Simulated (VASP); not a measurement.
# Mg2Sn (Fm-3m) in VASP: single point with HSE06

Aim: the single point of Mg2Sn with HSE06.

Program: VASP 6.6.1. These are calculated values, not measurements. Logs are shortened: lines on timing, memory, paths and dates and some standing lists are left out, and cuts for length are marked.

### 1 Starting point

The structure is cubic, space group Fm-3m (No. 225). Conventional cell: a = 6.741 Å, b = 6.741 Å, c = 6.741 Å, α = 90.00°, β = 90.00°, γ = 90.00°. Mg (site symmetry -43m) is surrounded by 4 Sn at 2.92 Å. Around Sn (site symmetry m-3m) lie 8 Mg at 2.92 Å.

The cell is a database's computed one.

### 2 Single point, HSE06

POSCAR reads:

```
Mg2Sn
1.0
    0.0000000000      3.3705800000      3.3705800000
    3.3705800000      0.0000000000      3.3705800000
    3.3705800000      3.3705800000      0.0000000000
Mg Sn
2 1
Direct
    0.2500000000      0.2500000000      0.2500000000
    0.7500000000      0.7500000000      0.7500000000
    1.0000000000      1.0000000000      0.0000000000
```

INCAR.step1 reads:

```
SYSTEM = Mg2Sn
ALGO = Normal ; EDIFF = 1E-5
ENCUT = 520 ; GGA = PE
ISIF = 2 ; ISMEAR = 0
LASPH = .TRUE. ; LCHARG = .FALSE.
LREAL = .FALSE. ; LWAVE = .TRUE.
NBANDS = 16 ; NELM = 100
PREC = Accurate ; SIGMA = 0.1
```

INCAR.step2 reads:

```
SYSTEM = Mg2Sn
ALGO = Normal ; EDIFF = 1E-6
ENCUT = 520 ; GGA = PE
HFSCREEN = 0.2 ; ISIF = 2
ISMEAR = 0 ; ISTART = 1
LASPH = .TRUE. ; LCHARG = .FALSE.
LHFCALC = .TRUE. ; LREAL = .FALSE.
LWAVE = .FALSE. ; NBANDS = 16
NELM = 100 ; PREC = Accurate
PRECFOCK = Fast ; SIGMA = 0.1
```

KPOINTS reads:

```
k-points
0
G
  6 6 6
  0 0 0
```

Potentials or basis: VASP PAW PBE potentials, release 64 (Mg, Sn_d).

Run with:

```bash
> cat potpaw_PBE.64/Mg/POTCAR potpaw_PBE.64/Sn_d/POTCAR > POTCAR
> cp INCAR.step1 INCAR
> mpirun -np 1 vasp_std > vasp.out
> cp INCAR.step2 INCAR
> mpirun -np 1 vasp_std > vasp.out
```

OUTCAR:

```text
SYSTEM = Mg2Sn
   EDIFF = 1E-6
   ENCUT = 520
   GGA = PE
   HFSCREEN = 0.2
   ISIF = 2
   ISMEAR = 0
   ISTART = 1
   LASPH = .TRUE.
   LHFCALC = .TRUE.
   LREAL = .FALSE.
   NELM = 100
   PREC = Accurate
   PRECFOCK = Fast

 ion  position               nearest neighbor table
   1  0.250  0.250  0.250-   3 2.92   3 2.92   3 2.92   3 2.92   2 3.37   2 3.37   2 3.37   2 3.37
                             2 3.37   2 3.37
   2  0.750  0.750  0.750-   3 2.92   3 2.92   3 2.92   3 2.92   1 3.37   1 3.37   1 3.37   1 3.37
                             1 3.37   1 3.37
   3  0.000  0.000  0.000-   2 2.92   2 2.92   2 2.92   1 2.92   1 2.92   1 2.92   2 2.92   1 2.92

  LATTYP: Found a face centered cubic cell.
 ALAT       =     6.7411600000

  Lattice vectors:

 A1 = (   0.0000000000,   3.3705800000,   3.3705800000)
 A2 = (   3.3705800000,   0.0000000000,   3.3705800000)
 A3 = (   3.3705800000,   3.3705800000,   0.0000000000)

Analysis of symmetry for initial positions (statically):
=====================================================================
 Subroutine PRICEL returns:
 Original cell was already a primitive cell.

 Routine SETGRP: Setting up the symmetry group for a
 face centered cubic supercell.

 Subroutine GETGRP returns: Found 48 space group operations
 (whereof 48 operations were pure point group operations)
 out of a pool of 48 trial point group operations.

The static configuration has the point symmetry O_h .

Analysis of symmetry for dynamics (positions and initial velocities):
=====================================================================
 Subroutine PRICEL returns:
 Original cell was already a primitive cell.

 Routine SETGRP: Setting up the symmetry group for a
 face centered cubic supercell.

 Subroutine GETGRP returns: Found 48 space group operations
 (whereof 48 operations were pure point group operations)
 out of a pool of 48 trial point group operations.

The dynamic configuration has the point symmetry O_h .

 Subroutine INISYM returns: Found 48 space group operations
 (whereof 48 operations are pure point group operations),
 and found     1 'primitive' translations

----------------------------------------------------------------------------------------

[... 90 lines left out ...]
   NFREE  =      0    steps in history (QN), initial steepest desc. (CG)
   ISIF   =      2    stress and relaxation
   ISYM   =      3    0-nonsym 1-usesym 2-fastsym
   POTIM  = 0.5000    time-step for ionic-motion
   TEBEG  =    0.0;   TEEND  =   0.0 temperature during run
   PSTRESS=    0.0 pullay stress
   NELECT =      18.0000    total number of electrons
   NUPDOWN=      -1.0000    fix difference up-down
   EMIN   =  10.00;   EMAX   =-10.00  energy-range for DOS
   EFERMI =   0.00;   METHOD = LEGACY
   ISMEAR =     0;   SIGMA  =   0.10  broadening in eV -4-tet -1-fermi 0-gaus
   EFERMI_NEDOS =   21; number of points for ismear=-14 and -15
   IALGO  =     38    algorithm
   IMIX   =      1    mixing-type and parameters
     AMIX     =   0.40;   BMIX     =  1.00
     AMIX_MAG =   1.60;   BMIX_MAG =  1.00
  volume/ion in A,a.u.               =      25.53       172.27
  Fermi-wavevector in a.u.,A,eV,Ry     =   1.010302  1.909193 13.887593  1.020709
  Thomas-Fermi vector in A             =   2.143282
   LORBIT       =      0    0 simple, 1 ext, 2 COOP (PROOUT), +10 PAW based schemes
   GGA     = PE    functional components
   LHFCALC =     T    Hartree Fock is set to
   PRECFOCK=fast      Normal, Fast or Accurate (Low or Medium for compatibility)
   ENCUT4O =  -1.0   cutoff for four orbital integrals eV
   NKREDX  =     1    reduce k-point grid by
   NKREDY  =     1    reduce k-point grid by
   NKREDZ  =     1    reduce k-point grid by
   AEXX    =    0.2500 exact exchange contribution
   HFSCREEN=    0.2000 screening length (either q_TF or 0.3 A-1)
   HFSCREENC=   0.2000 screening length for correlation (either q_TF or 0.3 A-1)
   ENCUTFOCK=  -1.0 apply spherical cutoff to Coloumb kernel
   IVDW    =     0    specifies the selected vdW correction
   LEPSILON=     F    determine dielectric tensor
   LRPA    =     F    only Hartree local field effects (RPA)
 non-spin polarized calculation
 Gauss-broadening in eV      SIGMA  =   0.10
  energy-cutoff  :      520.00
  volume of cell :       76.59
 maximum number of plane-waves:      2085
  NGX = 20; NGY = 20; NGZ = 20

 number of electron      18.0000008 magnetization

 Free energy of the ion-electron system (eV)
  ---------------------------------------------------
  ext. energy  EPLUGINS =         0.00000000
  ---------------------------------------------------
  free energy    TOTEN  =        -8.30581790 eV

  energy without entropy =       -8.30518479  energy(sigma->0) =       -8.30550135

 E-fermi :   4.2247     XC(G=0):  -7.3334

 val. band max:        4.1295199329   @ k =   0.0000   0.0000   0.0000
 cond. band min:       4.3199290469   @ k =   0.5000   0.5000   0.0000
 fundamental gap:      0.1904091140
 Fermi energy:         4.2247242306

 k-point     1 :       0.0000    0.0000    0.0000
  band No.  band energies     occupation
      1     -18.8960      2.00000
      2     -18.8960      2.00000
      3     -18.8960      2.00000
      4     -18.8602      2.00000
      5     -18.8602      2.00000
      6      -6.0735      2.00000
[... 281 lines left out ...]
      3     -18.8885      2.00000
      4     -18.8615      2.00000
      5     -18.8577      2.00000
      6      -3.9645      2.00000
[... 8 lines left out ...]
     15      13.0170      0.00000
     16      13.3350      0.00000

------------------------ aborting loop because EDIFF is reached ----------------------------------------

  FORCE on cell =-STRESS in cart. coord.  units (eV):
  Direction    XX          YY          ZZ          XY          YZ          ZX
  --------------------------------------------------------------------------------------
  -------------------------------------------------------------------------------------
  Total        0.1336757      0.1336757      0.1336757      0.0000000      0.0000000      0.0000000
  in kB        2.7965276      2.7965276      2.7965276      0.0000000      0.0000000      0.0000000
  external PRESSURE =       2.7965276 kB  Pullay stress =       0.0000000 kB

 VOLUME and BASIS-vectors are now :
 -----------------------------------------------------------------------------
  energy-cutoff  :      520.00
  volume of cell :       76.59
      direct lattice vectors                 reciprocal lattice vectors
     0.000000000  3.370580000  3.370580000    -0.148342422  0.148342422  0.148342422
     3.370580000  0.000000000  3.370580000     0.148342422 -0.148342422  0.148342422
     3.370580000  3.370580000  0.000000000     0.148342422  0.148342422 -0.148342422

 POSITION                                       TOTAL-FORCE (eV/Angst)
 -----------------------------------------------------------------------------------
      1.68529      1.68529      1.68529        -0.000000     -0.000000     -0.000000
      5.05587      5.05587      5.05587         0.000000      0.000000      0.000000
      0.00000      0.00000      0.00000        -0.000000     -0.000000     -0.000000
 -----------------------------------------------------------------------------------
    total drift:                                0.000001      0.000001      0.000001

  FREE ENERGIE OF THE ION-ELECTRON SYSTEM (eV)
  ---------------------------------------------------
  free  energy   TOTEN  =        -8.3058179015 eV

  energy  without entropy=       -8.3051847900  energy(sigma->0) =       -8.30550135
```

OUTCAR.step1:

```text
SYSTEM = Mg2Sn
   EDIFF = 1E-5
   ENCUT = 520
   GGA = PE
   ISIF = 2
[... 522 lines left out ...]
      1.68529      1.68529      1.68529         0.000000      0.000000      0.000000
      5.05587      5.05587      5.05587        -0.000000     -0.000000     -0.000000
      0.00000      0.00000      0.00000        -0.000000     -0.000000      0.000000
 -----------------------------------------------------------------------------------
    total drift:                               -0.000000      0.000000      0.000000

  FREE ENERGIE OF THE ION-ELECTRON SYSTEM (eV)
  ---------------------------------------------------
  free  energy   TOTEN  =        -7.3979479675 eV

  energy  without entropy=       -7.3970180682  energy(sigma->0) =       -7.39748302
```

It took 23 min on 1 thread of Intel Xeon Platinum 8375C at 2.90GHz (Ice Lake), shared host; peak memory 0.35 GiB.

What came out:

| Item | Value |
| --- | --- |
| Free energy | -8.3058 eV |
| Pressure | 0.3 GPa |
| Band gap on the k mesh | 0.19 eV, indirect (least direct gap 2.09 eV) |

Caveat: the PAW data sets were made with another functional, which shifts forces and pressure a little; spin-orbit coupling is left out, which moves the levels of the heavy elements.
